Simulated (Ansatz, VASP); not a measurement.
## One calculation of BN, two programs

The input INCAR:

```
SYSTEM = BN
ALGO = Normal ; EDIFF = 1E-8
ENCUT = 520 ; GGA = PS
ISIF = 2 ; ISMEAR = -1
LASPH = .True. ; LCHARG = .False.
LEFG = .True. ; LREAL = .False.
LWAVE = .False. ; NBANDS = 16
NELM = 100 ; PREC = Accurate
SIGMA = 0.03
```

KPOINTS

```
k-points
0
Gamma
  11 11 4
  0 0 0
```

POSCAR

```
BN
1.0
    2.4871858845      0.0000000000      0.0000000000
   -1.2435929423      2.1539661599      0.0000000000
    0.0000000000      0.0000000000      6.6164926127
B N
2 2
Direct
    0.3333333333      0.6666666667      0.2500000000
    0.6666666667      0.3333333333      0.7500000000
    0.3333333333      0.6666666667      0.7500000000
    0.6666666667      0.3333333333      0.2500000000
```

Input for Ansatz:

```yaml
crystal:
  lattice:
    - [2.4871858845, 0.0, 0.0]
    - [-1.2435929423, 2.1539661599, 0.0]
    - [0.0, 0.0, 6.6164926127]
  atoms:
    - { symbol: B, position: [0.3333333333, 0.6666666667, 0.25] }
    - { symbol: B, position: [0.6666666667, 0.3333333333, 0.75] }
    - { symbol: "N", position: [0.3333333333, 0.6666666667, 0.75] }
    - { symbol: "N", position: [0.6666666667, 0.3333333333, 0.25] }
kpoints:
  mp_grid: { grid: [11, 11, 4] }
scf:
  occupations: { method: fermi_dirac, width: 0.03 }
hamiltonian:
  xc: pbesol
  pseudopotentials: { kind: paw }
output:
  forces: true
  stress: true
  eigenvalues: true
  efg: { contact_densities: true }
```

Change from the starting cell: volume scaled by 0.98, PAW files.

Alike in both runs: task electric field gradients; functional PBEsol; k mesh 11 × 11 × 4; occupations fermi-dirac, width 0.03 eV; no spin polarisation.

|  | VASP | Ansatz |
| --- | --- | --- |
| version | VASP 6.6.1 | Ansatz 0.2.0 |
| potentials or method | VASP PAW PBE potentials, release 64 (B, N) | PAW with Ansatz's default frozen-core files, scalar-relativistic |
| plane-wave cutoff (eV) | 520 | 420 |
| valence electrons in the cell | 16 | 16 |

|  | VASP | Ansatz | Ansatz less VASP |
| --- | --- | --- | --- |
| gap on the k mesh at the Fermi level (eV) | 4.25 | 4.26 | +0.010 |
| pressure (GPa) | 5.8 | 5.5 | -0.31 |
| largest component of the traceless stress (GPa) | 4.96 | 4.50 | -0.459 |
| Vzz of the field gradient on the site that differs most (V/Å²) | 35.1 | 28.3 | -6.81 |

Caveats: the PAW data sets were made with another functional, which shifts forces and pressure a little (VASP); an odd mesh through Γ misses points on the zone boundary, where band edges often lie; this functional lacks dispersion, which binds the layers, so the pressure and a relaxed spacing across them are unreliable.
